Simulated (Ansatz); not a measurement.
# Mn (P6_3/mmc) in Ansatz: settings compared

The runs below take Mn through phonons, band structure, with LDA, revPBE, r2SCAN.

Everything below comes from runs of Ansatz 0.2.0. Logs are shortened: lines on timing, memory, paths and dates and some standing lists are left out, and cuts for length are marked.

## (1) The structure

Symmetry: P6_3/mmc, No. 194, hexagonal system. Conventional cell: a = 2.484 Å, b = 2.484 Å, c = 4.026 Å, α = 90.00°, β = 90.00°, γ = 120.00°. Around Mn (site symmetry -6m2) lie 12 Mn at 2.47 to 2.48 Å.

This isn't the form of Mn at room conditions, which is a 58-atom cubic cell.

## (2) Phonons, LDA, collinear spin, ferromagnetic start

Input file input.yaml:

```yaml
crystal:
  lattice:
    - [2.4836457705, 0.0, 0.0]
    - [-1.2418228853, 2.1509003313, 0.0]
    - [0.0, 0.0, 4.026195]
  atoms:
    - { symbol: Mn, position: [0.3333333333, 0.6666666667, 0.25], spin: 4.0 }
    - { symbol: Mn, position: [0.6666666667, 0.3333333333, 0.75], spin: 4.0 }
hamiltonian:
  xc: lda
  pseudopotentials: { kind: paw }
magnetization:
  spin_polarized: true
kpoints:
  mp_grid: { grid: [9, 9, 5] }
scf:
  occupations: { method: fermi_dirac, width: 0.05 }
phonons:
  method: dfpt
```

Potentials or basis: Ansatz PAW.

On the command line:

```
$ ansatz run input.yaml --threads 2 --pin off --max-ram 5632MiB --backend cpu --events-out ev --progress --plain --runs-dir out
```

The program printed:

```text
Warning: RAYON_NUM_THREADS=2 ignored (pool sized by the plan → 2); use --threads N
zone centre: on kpoints.mp_grid the ground state, and the responses unless they are solved on pairs of k-points, stand on 75 of the mesh's 405 k-points, reduced under 4 symmetry operations, with k and −k counted as one. Each operation leaves every solved displacement unchanged or reverses it
Engine: ansatz 0.2.0, x86_64-unknown-linux-gnu
Pseudopotentials: kind: paw
Pseudopotential: Mn, paw, valence charge 15, recommended cutoff 420 eV (normal), Mn.paw.azcp
Functional definition: SPW92
  exchange = slater_x
  correlation = pw_c
Crystal: 2 atoms, lattice volume = 21.508 Å³
Basis set: ecut = 420 eV, 391 PW (Γ), exchange–correlation on 36×36×60 points (8 copies of the dense FFT grid, shifted against one another)
Bands: 23, of which v1, the nominal top of the filled ones, is band 15 counted from 1 (14 counted from 0)
Symmetry: 24 space group operations
Space group: P63/mmc (ITA 194), of the structure as read, at distance tolerance 2.8e-5 Å
Magnetic group: BNS 194.263 (UNI 1493), of the structure as read, at distance tolerance 2.8e-5 Å
k-points: 36 of 405
Non-local potential: Mn, projectors of the file, l = 0: 3, l = 1: 2, l = 2: 3, l = 3: 1
PAW form: soft (Blöchl's): semilocal exchange-correlation on the pseudo side does not see the compensation charge
PAW frozen core: Mn, regenerated for the run's functional, and the local potential with it (the file was generated under x = pbe(κ = 0.804, μ = 0.2195149727645171), c = pbe(β = 0.06672455060314922))
PAW one-centre angular grid: Mn, 590 points (default); XC on 64 Gauss nodes
Initial density: superposition of atomic densities (chi_scale 0.1, normalization cell)
Starting moments: Σ|m| = 8 μB on 2 of 2 sites
Initial wavefunctions: pseudopotential atomic-orbital guess
Functional: x = slater, c = lda
SCF 1 converged in 10 iterations: F = -7682.579530 eV  dr2 = 1.71e-11
Bands: 19, of which v1, the nominal top of the filled ones, is band 15 counted from 1 (14 counted from 0)
k-points: 75 of 405 (irreducible under 4 space group operations, time reversal used)
Initial density: read from a saved state, or passed on in memory by an earlier SCF of this step, an earlier step, the calling program or the single point that the run made first
Stability of the state it starts from, as read at its close in the collinear treatment: not read negative (Ritz values of 1 − χ₀K, real part plus size of imaginary part, from 0.84 to 0.99, by its mixing steps under the symmetry group of the SCF that read it); its run was given moments
iter 1 solved again at ethr=4.72e-9 eV; its pass at ethr=3.10e-3 eV (dr2=1.42e-6 eV) is discarded
SCF iter   1: F=—  HF=-7682.579529 eV  |F-HF|=—  |Δ(HF+E_count)|=         —  Δρ=2.04e-7 (↑2.04e-7 ↓2.04e-7)  dr2=1.94e-11  dr2_m=0.00e0  M=0.000 μB ∫|m|=0.000 μB  β_m=0.30  ethr=4.72e-9  ⟨swp⟩=3.4  Hψ=9766  notcnv=0
eigensolver tolerance schedule: the retry pair's looser diagonalisation over-reported the residual by 73039.19 of it (diagonalisation noise at 0.13 of the residual, at the tolerance the schedule requests for it); recorded, not acted on — ethr = c·dr2/N_el stays at c = 1.0e-1
preconditioner: auto → none  [metal: Δε(μ)=0.035 eV  Ē_g=3.759 eV  σ=0.050 eV  W_gap=0.17  n_scr=2 (ndim 8)  ℏωp=30.0 eV  f_vac=0.000  D(μ)=2.73/eV (n_scr^D=36)]
SCF iter   2: F=-7682.579530 eV  HF=-7682.579530 eV  |F-HF|=3.64e-12  |Δ(HF+E_count)|=   1.45e-8  Δρ=1.20e-7 (↑1.20e-7 ↓1.20e-7)  dr2=4.71e-12  dr2_m=0.00e0  M=0.000 μB ∫|m|=0.000 μB  ethr=1.00e-12  ⟨swp⟩=4.4  Hψ=7808  notcnv=0
SCF 2 converged in 2 iterations: F = -7682.579530 eV  dr2 = 4.71e-12
DFPT response loops at Γ: preconditioner auto → Kerker (q_TF=auto, 2.884 Å⁻¹) (partly filled bands, converged f_vac=0.000); β = 1.00, the filter's whole step (`scf.mixing.beta` (0.30) is not read by the response loops under this deck's `scf.mixing.preconditioner`; to damp them name `kerker` or `kerker_dos`, under which they read `scf.mixing.beta`, and type it under 1.00, their step now; both keys bind the ground state too); Broyden in place of MSR1
SCF converged after 2 iterations
Magnetization: 0.0000 μB (15.0000 up, 15.0000 down)
Absolute magnetization: 0.0000 μB (∫|ρ↑−ρ↓|)
Spin contamination: 0.0000 ħ² per cell (⟨S²⟩ above its minimum at these occupations)
Per-site moments (μB) at R_I (Å): [(0.0, 1.0195283593829112), (0.0, 1.0195283593829112)]
Free energy (F): -7682.579530 eV
Harris-Foulkes:  -7682.579530 eV  (|F-HF|=3.64e-12)
Internal energy: -7682.557236 eV  (E = F + TS)
E sigma→0 (E₀):  -7682.568383 eV
Entropy (-TS):   -0.022294 eV (-11.147 meV/atom)
Fermi energy:    19.768269 eV
--- Per-component energies (eV) ---
  E_band       = -319.735141
  E_kinetic    = 617.870545
  E_local      = -3134.279161  (includes V_loc(G=0)·N_el)
  E_nonlocal   = 481.355794
  E_hartree    = 1298.964587
  E_xc         = -230.640081
  E_vxc        = -296.892791  (∫ρ·V_xc dr)
  E_paw        = -2477.300359  (= ΣΔE_a)
  E_vpaw       = -585.718651  (= ΣTr[D̂ρ^β])
  E_aug_tail   = -0.000018  (compensation charges beyond the density's cutoff)
  E_ewald      = -4239.296449
  E_core_change = 0.767906  (= ΣΔE_core)
  E_smearing   = -0.022294  (= −TS)
  E_closure    = -0.000000  (closes the sum)
  Σ components = -7682.579530   (vs F -7682.579530, Δ=0.00e0)
--- Band table (eV; the first three rows and the last of 150) ---
  k-point 0 ↑: bands = ["-58.6677", "-58.5011", "-28.1106", "-27.4215", "-27.4215", "-27.3148", "-27.3148", "-27.3145", "11.6238", "15.3415", "18.7917", "18.8292", "18.8292", "19.3005", "19.3005", "19.8293", "19.8293", "20.5463", "21.4013"]
  k-point 1 ↑: bands = ["-58.6519", "-58.5171", "-28.0366", "-27.4113", "-27.4113", "-27.3927", "-27.3251", "-27.3251", "12.0474", "15.2584", "18.6356", "18.7215", "18.7215", "19.1499", "19.1499", "19.5279", "20.1440", "20.1440", "21.3741"]
  k-point 2 ↑: bands = ["-58.6105", "-58.5590", "-27.8411", "-27.5952", "-27.3847", "-27.3847", "-27.3518", "-27.3518", "13.2016", "14.5858", "18.3147", "18.3639", "18.6839", "18.6839", "18.8621", "18.8621", "20.7156", "20.7156", "21.1742"]
  k-point 74 ↓: bands = ["-58.5025", "-58.4795", "-27.9514", "-27.9186", "-27.6311", "-27.6064", "-27.4957", "-27.4384", "15.9753", "16.1939", "17.4489", "17.7237", "18.2601", "18.4030", "19.3990", "20.0684", "21.3568", "21.8057", "22.9428"]
--- Phonons (Γ-DFPT): 2 representative perturbations + reference, on 75 of 405 k-points (Σ response iterations 6) ---
  k mesh reduced under 4 symmetry operations, with k and −k counted as one. Each operation leaves every solved displacement unchanged or reverses it
  ASR residual: 1.029e-3 → 0.000e0 eV/Å²; symmetrization residual: 1.016e-9 eV/Å²
  ASR residual per site (eV/Å²): 1.03e-3 1.03e-3
  Γ frequencies (cm⁻¹): 0.00 0.00 0.00 113.82 141.77 141.77
  non-analytic LO–TO correction: not included (Born effective charges unavailable; polar crystals: no LO–TO splitting at Γ)
```

Wall time 23 s (2 threads of Intel Xeon at 2.50GHz (Skylake/Cascade Lake), shared host); peak memory 0.51 GiB.

Results:

| Item | Value |
| --- | --- |
| Free energy | -7682.5795 eV |
| Band gap on the k mesh | none (metal or under the smearing width) |
| Net moment | 0.00 μB per cell |
| Absolute moment | 0.00 μB per cell |
| Highest phonon frequency at Γ | 142 cm⁻¹ |

Levels at points of the mesh, in eV from the Fermi level:
Spin up:
| k point | band 12 | band 13 | band 14 | band 15 | band 16 | band 17 | band 18 | band 19 |
| --- | --- | --- | --- | --- | --- | --- | --- | --- |
| (0.00, 0.00, 0.00) | -0.94 | -0.94 | -0.47 | -0.47 | 0.06 | 0.06 | 0.78 | 1.63 |
Spin down:
```tsv
k point	band 12	band 13	band 14	band 15	band 16	band 17	band 18	band 19
(0.00, 0.00, 0.00)	-0.94	-0.94	-0.47	-0.47	0.06	0.06	0.78	1.63
```

Phonon frequencies in cm⁻¹ (negative: imaginary):
```
              q point        frequencies
(0.000, 0.000, 0.000)  0 0 0 114 142 142
```

Caveat: the starting moments collapsed, and a magnetic state may lie lower; the PAW data sets come from PBE, with cores solved anew for the run's functional, which leaves a small shift of forces and pressure.

## (3) Band structure, revPBE, collinear spin, ferromagnetic start

Edit input.yaml of step 2 so:

```diff
@@ -9,3 +9,3 @@
 hamiltonian:
-  xc: lda
+  xc: revpbe
   pseudopotentials: { kind: paw }
@@ -14,6 +14,16 @@
 kpoints:
-  mp_grid: { grid: [9, 9, 5] }
+  mp_grid: { grid: [12, 12, 7] }
+  band_path:
+    path:
+      - [[0.0, 0.0, 0.0], [0.5, 0.0, 0.0], [0.3333333333, 0.3333333333, 0.0], [0.0, 0.0, 0.0], [0.0, 0.0, 0.5], [0.5, 0.0, 0.5], [0.3333333333, 0.3333333333, 0.5], [0.0, 0.0, 0.5]]
+      - [[0.5, 0.0, 0.5], [0.5, 0.0, 0.0]]
+      - [[0.3333333333, 0.3333333333, 0.0], [0.3333333333, 0.3333333333, 0.5]]
+    npoints: 14
 scf:
   occupations: { method: fermi_dirac, width: 0.05 }
-phonons:
-  method: dfpt
+  n_extra_bands: 6
+output:
+  forces: true
+  stress: true
+  eigenvalues: true
+  fatbands: false
```

Potentials or basis: Ansatz PAW.

On the command line:

```
$ ansatz run input.yaml --threads 2 --pin off --max-ram 5632MiB --backend cpu --events-out ev --progress --plain --runs-dir out
```

Run time: 43 s. Hardware: 2 threads of Intel Xeon at 2.50GHz (Skylake/Cascade Lake), shared host; peak memory 0.53 GiB.

Results (log left out):

```
Free energy            : -7804.1274 eV
Pressure               : 4.1 GPa
Band gap on the k mesh : none (metal or under the smearing width)
Net moment             : 0.00 μB per cell
Absolute moment        : 0.96 μB per cell
Site moments           : Mn -0.46, +0.46 μB
```

Stress tensor (GPa, compression positive):
```
3.97 0.00 0.00
0.00 3.97 0.00
0.00 0.00 4.32
```

Levels at the corners of the path, in eV from the Fermi level:
Spin up:
| point | band 12 | band 13 | band 14 | band 15 | band 16 | band 17 | band 18 | band 19 |
| --- | --- | --- | --- | --- | --- | --- | --- | --- |
| Γ | -0.99 | -0.95 | -0.40 | -0.40 | 0.03 | 0.03 | 0.66 | 1.71 |
| M | -1.37 | -1.15 | -0.91 | -0.40 | 1.73 | 2.03 | 2.18 | 3.59 |
| K | -2.67 | -1.62 | -1.12 | -0.06 | 1.43 | 1.53 | 1.67 | 6.47 |
| Γ | -0.99 | -0.95 | -0.40 | -0.40 | 0.03 | 0.03 | 0.66 | 1.71 |
| A | -1.39 | -1.12 | -1.12 | -0.92 | -0.92 | 1.00 | 1.00 | 1.47 |
| L | -2.58 | -0.07 | 0.51 | 0.77 | 0.94 | 1.78 | 2.17 | 3.15 |
| H | -2.65 | -1.73 | -1.48 | 0.03 | 0.09 | 1.67 | 1.76 | 7.66 |
| A | -1.39 | -1.12 | -1.12 | -0.92 | -0.92 | 1.00 | 1.00 | 1.47 |
| L | -2.58 | -0.07 | 0.51 | 0.77 | 0.94 | 1.78 | 2.17 | 3.15 |
| M | -1.37 | -1.15 | -0.91 | -0.40 | 1.73 | 2.03 | 2.18 | 3.59 |
| K | -2.67 | -1.62 | -1.12 | -0.06 | 1.43 | 1.53 | 1.67 | 6.47 |
| H | -2.65 | -1.73 | -1.48 | 0.03 | 0.09 | 1.67 | 1.76 | 7.66 |
Spin down:
```tsv
point	band 13	band 14	band 15	band 16	band 17	band 18
Γ	-0.95	-0.40	-0.40	0.03	0.03	0.66
M	-1.15	-0.91	-0.40	1.73	2.03	2.18
K	-1.62	-1.12	-0.06	1.43	1.53	1.67
Γ	-0.95	-0.40	-0.40	0.03	0.03	0.66
A	-1.12	-1.12	-0.92	-0.92	1.00	1.00
L	-0.07	0.51	0.77	0.94	1.78	2.17
H	-1.73	-1.48	0.03	0.09	1.67	1.76
A	-1.12	-1.12	-0.92	-0.92	1.00	1.00
L	-0.07	0.51	0.77	0.94	1.78	2.17
M	-1.15	-0.91	-0.40	1.73	2.03	2.18
K	-1.62	-1.12	-0.06	1.43	1.53	1.67
H	-1.73	-1.48	0.03	0.09	1.67	1.76
```

Caveat: the moment fell far below its start of 4 μB, so a state of higher moment may lie lower in energy; the PAW data sets come from PBE, with cores solved anew for the run's functional, which leaves a small shift of forces and pressure; the starting moments weren't kept.

## (4) Band structure, r2SCAN, collinear spin, ferromagnetic start

Edit input.yaml of step 3 so:

```diff
@@ -9,3 +9,3 @@
 hamiltonian:
-  xc: revpbe
+  xc: r2scan
   pseudopotentials: { kind: paw }
```

On the command line:

```
$ ansatz run input.yaml --threads 2 --pin off --max-ram 5632MiB --backend cpu --events-out ev --progress --plain --runs-dir out
```

Wall time 1.8 min (2 threads of Intel Xeon at 2.50GHz (Skylake/Cascade Lake), shared host); peak memory 0.6 GiB.

The run converged. Its results:

| Quantity | Value |
| --- | --- |
| Free energy | -7807.1553 eV |
| Pressure | 9.5 GPa |
| Band gap on the k mesh | none (metal or under the smearing width) |
| Net moment | 0.00 μB per cell |
| Absolute moment | 3.60 μB per cell |
| Site moments | Mn -1.72, +1.72 μB |

Stress tensor (GPa, compression positive):
```
 7.18  0.00  0.00
 0.00  7.18  0.00
 0.00  0.00 13.99
```

Levels at the corners of the path, in eV from the Fermi level:
Spin up:
| point | band 12 | band 13 | band 14 | band 15 | band 16 | band 17 | band 18 | band 19 |
| --- | --- | --- | --- | --- | --- | --- | --- | --- |
| Γ | -1.72 | -0.90 | -0.68 | -0.68 | 0.28 | 0.28 | 0.31 | 2.58 |
| M | -1.76 | -1.64 | -0.72 | -0.27 | 0.96 | 2.63 | 3.16 | 3.57 |
| K | -3.13 | -2.56 | -0.39 | 0.02 | 1.43 | 1.85 | 2.00 | 6.57 |
| Γ | -1.72 | -0.90 | -0.68 | -0.68 | 0.28 | 0.28 | 0.31 | 2.58 |
| A | -1.82 | -1.82 | -1.01 | -1.01 | -0.90 | 0.85 | 0.85 | 2.54 |
| L | -2.43 | -1.06 | 0.38 | 0.92 | 1.18 | 1.68 | 3.12 | 3.16 |
| H | -2.72 | -2.47 | -1.20 | 0.19 | 0.34 | 1.73 | 2.24 | 7.49 |
| A | -1.82 | -1.82 | -1.01 | -1.01 | -0.90 | 0.85 | 0.85 | 2.54 |
| L | -2.43 | -1.06 | 0.38 | 0.92 | 1.18 | 1.68 | 3.12 | 3.16 |
| M | -1.76 | -1.64 | -0.72 | -0.27 | 0.96 | 2.63 | 3.16 | 3.57 |
| K | -3.13 | -2.56 | -0.39 | 0.02 | 1.43 | 1.85 | 2.00 | 6.57 |
| H | -2.72 | -2.47 | -1.20 | 0.19 | 0.34 | 1.73 | 2.24 | 7.49 |
Spin down:
```tsv
point	band 12	band 13	band 14	band 15	band 16	band 17	band 18	band 19
Γ	-1.72	-0.90	-0.68	-0.68	0.28	0.28	0.31	2.58
M	-1.76	-1.64	-0.72	-0.27	0.96	2.63	3.16	3.57
K	-3.13	-2.56	-0.39	0.02	1.43	1.85	2.00	6.57
Γ	-1.72	-0.90	-0.68	-0.68	0.28	0.28	0.31	2.58
A	-1.82	-1.82	-1.01	-1.01	-0.90	0.85	0.85	2.54
L	-2.43	-1.06	0.38	0.92	1.18	1.68	3.12	3.16
H	-2.72	-2.47	-1.20	0.19	0.34	1.73	2.24	7.49
A	-1.82	-1.82	-1.01	-1.01	-0.90	0.85	0.85	2.54
L	-2.43	-1.06	0.38	0.92	1.18	1.68	3.12	3.16
M	-1.76	-1.64	-0.72	-0.27	0.96	2.63	3.16	3.57
K	-3.13	-2.56	-0.39	0.02	1.43	1.85	2.00	6.57
H	-2.72	-2.47	-1.20	0.19	0.34	1.73	2.24	7.49
```

Caveat: the magnetic or orbital state may not be the lowest; the PAW data sets come from PBE, with cores solved anew for the run's functional, which leaves a small shift of forces and pressure; the starting moments weren't kept.
